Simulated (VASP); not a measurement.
# HgSe (F-43m) in VASP: a series of runs, part 3 of 3

VASP 6.6.1.

### 6 Single point, PBE

INCAR

```
SYSTEM = HgSe
  ALGO = Normal
  EDIFF = 1E-6
  ENCUT = 520
  GGA = PE
  ISIF = 2
  ISMEAR = -1
  LASPH = .TRUE.
  LCHARG = .FALSE.
  LREAL = .FALSE.
  LWAVE = .FALSE.
  NBANDS = 16
  NELM = 60
  PREC = Accurate
  SIGMA = 0.02
```

KPOINTS

```
k-points
0
G
  5 5 5
  0 0 0
```

POSCAR

```
HgSe
1.0
    0.0000000000      3.0390000000      3.0390000000
    3.0390000000      0.0000000000      3.0390000000
    3.0390000000      3.0390000000      0.0000000000
Hg Se
1 1
Direct
    0.0000000000      0.0000000000      0.0000000000
    0.7500000000      0.7500000000      0.7500000000
```

Potentials or basis: VASP PAW PBE potentials, release 64 (Hg, Se).

Launch:

```bash
> cat potpaw_PBE.64/Hg/POTCAR potpaw_PBE.64/Se/POTCAR > POTCAR
> mpirun -np 1 vasp_std > vasp.out
```

OUTCAR:

```text
SYSTEM = HgSe
   EDIFF = 1E-6
   ENCUT = 520
   GGA = PE
   ISIF = 2
   ISMEAR = -1
   LASPH = .TRUE.
   LREAL = .FALSE.
   NELM = 60
   PREC = Accurate

 ion  position               nearest neighbor table
   1  0.000  0.000  0.000-   2 2.63   2 2.63   2 2.63   2 2.63
   2  0.750  0.750  0.750-   1 2.63   1 2.63   1 2.63   1 2.63

  LATTYP: Found a face centered cubic cell.
 ALAT       =     6.0780000000

  Lattice vectors:

 A1 = (   0.0000000000,   3.0390000000,   3.0390000000)
 A2 = (   3.0390000000,   0.0000000000,   3.0390000000)
 A3 = (   3.0390000000,   3.0390000000,   0.0000000000)

Analysis of symmetry for initial positions (statically):
=====================================================================
 Subroutine PRICEL returns:
 Original cell was already a primitive cell.

 Routine SETGRP: Setting up the symmetry group for a
 face centered cubic supercell.

 Subroutine GETGRP returns: Found 24 space group operations
 (whereof 24 operations were pure point group operations)
 out of a pool of 48 trial point group operations.

The static configuration has the point symmetry T_d .

Analysis of symmetry for dynamics (positions and initial velocities):
=====================================================================
 Subroutine PRICEL returns:
 Original cell was already a primitive cell.

 Routine SETGRP: Setting up the symmetry group for a
 face centered cubic supercell.

 Subroutine GETGRP returns: Found 24 space group operations
 (whereof 24 operations were pure point group operations)
 out of a pool of 48 trial point group operations.

The dynamic configuration has the point symmetry T_d .

 Subroutine INISYM returns: Found 24 space group operations
 (whereof 24 operations are pure point group operations),
 and found     1 'primitive' translations

----------------------------------------------------------------------------------------

[... 90 lines left out ...]
   EMIN   =  10.00;   EMAX   =-10.00  energy-range for DOS
   EFERMI =   0.00;   METHOD = LEGACY
   ISMEAR =    -1;   SIGMA  =   0.02  broadening in eV -4-tet -1-fermi 0-gaus
   EFERMI_NEDOS =   21; number of points for ismear=-14 and -15
   IALGO  =     38    algorithm
   IMIX   =      4    mixing-type and parameters
     AMIX     =   0.40;   BMIX     =  1.00
     AMIX_MAG =   1.60;   BMIX_MAG =  1.00
  volume/ion in A,a.u.               =      28.07       189.40
  Fermi-wavevector in a.u.,A,eV,Ry     =   1.120534  2.117502 17.083421  1.255596
  Thomas-Fermi vector in A             =   2.257181
   LORBIT       =      0    0 simple, 1 ext, 2 COOP (PROOUT), +10 PAW based schemes
   GGA     = PE    functional components
[... 5 lines left out ...]
 non-spin polarized calculation
  energy-cutoff  :      520.00
  volume of cell :       56.13
 maximum number of plane-waves:      1524
   NGX = 15   NGY = 15   NGZ = 15

 number of electron      18.0000004 magnetization

 Free energy of the ion-electron system (eV)
  ---------------------------------------------------
  ext. energy  EPLUGINS =         0.00000000
  ---------------------------------------------------
  free energy    TOTEN  =        -3.98771932 eV

  energy without entropy =       -3.98710826  energy(sigma->0) =       -3.98741379

 E-fermi :   1.7934     XC(G=0):  -9.0537

 val. band max:        1.7795695272   @ k =   0.0000   0.0000   0.0000
 cond. band min:       2.7316525373   @ k =   0.2000   0.0000   0.0000
 fundamental gap:      0.9520830101
 Fermi energy:         1.7934324591

 k-point     1 :       0.0000    0.0000    0.0000
  band No.  band energies     occupation
      1     -11.6998      2.00000
      2      -5.4150      2.00000
      3      -5.4150      2.00000
      4      -5.4150      2.00000
      5      -4.6691      2.00000
      6      -4.6691      2.00000
[... 167 lines left out ...]
      3      -5.0820      2.00000
      4      -4.8179      2.00000
      5      -4.6445      2.00000
      6      -4.3051      2.00000
[... 8 lines left out ...]
     15      13.4285      0.00000
     16      14.9109      0.00000

------------------------ aborting loop because EDIFF is reached ----------------------------------------

  FORCE on cell =-STRESS in cart. coord.  units (eV):
  Direction    XX          YY          ZZ          XY          YZ          ZX
  --------------------------------------------------------------------------------------
  -------------------------------------------------------------------------------------
  Total        1.8076645      1.8076645      1.8076645      0.0000000      0.0000000      0.0000000
  in kB       51.5948450     51.5948450     51.5948450      0.0000000      0.0000000      0.0000000
  external PRESSURE =      51.5948450 kB  Pullay stress =       0.0000000 kB

 VOLUME and BASIS-vectors are now :
 -----------------------------------------------------------------------------
  energy-cutoff  :      520.00
  volume of cell :       56.13
      direct lattice vectors                 reciprocal lattice vectors
     0.000000000  3.039000000  3.039000000    -0.164527805  0.164527805  0.164527805
     3.039000000  0.000000000  3.039000000     0.164527805 -0.164527805  0.164527805
     3.039000000  3.039000000  0.000000000     0.164527805  0.164527805 -0.164527805

 POSITION                                       TOTAL-FORCE (eV/Angst)
 -----------------------------------------------------------------------------------
      0.00000      0.00000      0.00000        -0.000000     -0.000000     -0.000000
      4.55850      4.55850      4.55850         0.000000      0.000000      0.000000
 -----------------------------------------------------------------------------------
    total drift:                                0.000000      0.000000      0.000000

  FREE ENERGIE OF THE ION-ELECTRON SYSTEM (eV)
  ---------------------------------------------------
  free  energy   TOTEN  =        -3.9877193153 eV

  energy  without entropy=       -3.9871082612  energy(sigma->0) =       -3.98741379
```

OSZICAR:

```text
N       E                     dE             d eps       ncg     rms          rms(c)
DAV:   1     0.114538562703E+03    0.11454E+03   -0.85621E+03   320   0.101E+03
DAV:   2    -0.227091144709E+00   -0.11477E+03   -0.10656E+03   384   0.240E+02
DAV:   3    -0.428510409823E+01   -0.40580E+01   -0.40497E+01   384   0.468E+01
DAV:   4    -0.430116556393E+01   -0.16061E-01   -0.16061E-01   408   0.307E+00
DAV:   5    -0.430125606612E+01   -0.90502E-04   -0.90502E-04   384   0.200E-01    0.810E+00
DAV:   6    -0.400070305658E+01    0.30055E+00   -0.49107E-01   456   0.998E+00    0.629E+00
DAV:   7    -0.398862648955E+01    0.12077E-01   -0.12631E-01   352   0.254E+00    0.272E+00
DAV:   8    -0.398784594354E+01    0.78055E-03   -0.16117E-02   344   0.155E+00    0.209E-01
DAV:   9    -0.398769421994E+01    0.15172E-03   -0.15810E-03   376   0.568E-01    0.791E-02
DAV:  10    -0.398770369008E+01   -0.94701E-05   -0.14344E-04   384   0.150E-01    0.309E-02
DAV:  11    -0.398772078634E+01   -0.17096E-04   -0.53165E-05   376   0.728E-02    0.199E-02
DAV:  12    -0.398771905354E+01    0.17328E-05   -0.84550E-06   344   0.410E-02    0.607E-03
DAV:  13    -0.398771931534E+01   -0.26180E-06   -0.21005E-06   360   0.111E-02
   1 F= -.39877193E+01 E0= -.39874138E+01  d E =-.611054E-03
```

Run time: 6.6 s. Hardware: 1 thread of AMD EPYC 9R45 (Zen 5), shared host; peak memory 0.14 GiB.

What came out:

| Quantity | Value |
| --- | --- |
| Free energy | -3.9877 eV |
| Pressure | 5.2 GPa |
| Band gap on the k mesh | none (metal or under the smearing width) |

The run has no spin-orbit coupling, so splittings on Hg are missing.

### 7 Overview

```csv
level,spin,cell,k mesh,smearing,mesh quality,gap on the mesh (eV),pressure (GPa)
PBE,off,volume scaled by 0.94,8 × 8 × 8,fermi-dirac 0.05 eV,not flagged,none,9.8
PBE,off,volume scaled by 1.02,8 × 8 × 8,fermi-dirac 0.05 eV,not flagged,none,3.8
PBE,off,as given,4 × 4 × 4,fermi-dirac 0.03 eV,coarse,none,5.4
PBEsol,"non-collinear, zero start, SOC",as given,6 × 6 × 6,fermi-dirac 0.1 eV,not flagged,-,1.5
PBE,off,as given,5 × 5 × 5,fermi-dirac 0.02 eV,not flagged,none,5.2
```

Alike in all rows: task single point; potentials or basis VASP PAW PBE potentials, release 64 (Hg, Se); cutoff (eV) 520.

Caveats: some runs use coarse meshes; the PAW data sets were made with another functional, which shifts forces and pressure a little (some runs).

Total energies depend on the potentials used, so only differences within one code and one set of settings carry meaning.
